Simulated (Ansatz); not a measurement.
EuS:

```
CELL_PARAMETERS angstrom
0.00000 2.97850 2.97850
2.97850 0.00000 2.97850
2.97850 2.97850 0.00000
ATOMIC_POSITIONS crystal
Eu 0.00000 0.00000 0.00000
S 0.50000 0.50000 0.50000
```

Base run:

| Item | Value |
| --- | --- |
| Program | Ansatz 0.2.0 |
| Functional | r2SCAN |
| Potentials or basis | Ansatz PAW |
| Cutoff | 500 eV (not typed: the program's choice for these potentials) |
| k mesh | 8 × 8 × 8 |
| Occupations | fermi-dirac, width 0.05 eV |
| Spin | collinear spin, ferromagnetic start |
| Starting moments | [7.0, 0.0] μB |

Its results: band gap on the k mesh none (metal or under the smearing width); pressure -2.1 GPa; net moment 6.99 μB per cell; site moments Eu +6.81; S -0.07 μB.

The run is repeated on the same cell with these changes: functional from r2SCAN to RPBE; cutoff from 500 eV (not typed: the program's choice for these potentials) to 420 eV (not typed: the program's choice for these potentials). What comes out?

Band gap on the k mesh none (metal or under the smearing width); pressure -0.2 GPa; net moment 6.99 μB per cell; site moments Eu +6.77; S -0.07 μB.

Caveats: spin-orbit coupling is left out, which moves the levels of the heavy elements; a cell with one magnetic atom can't hold antiferromagnetic order, which such compounds often take; without U or exact exchange the open f shell lies at the Fermi level, which spoils levels, moments and volumes; the PAW data sets come from PBE, with cores solved anew for the run's functional, which leaves a small shift of forces and pressure; the magnetic or orbital state may not be the lowest (some runs).
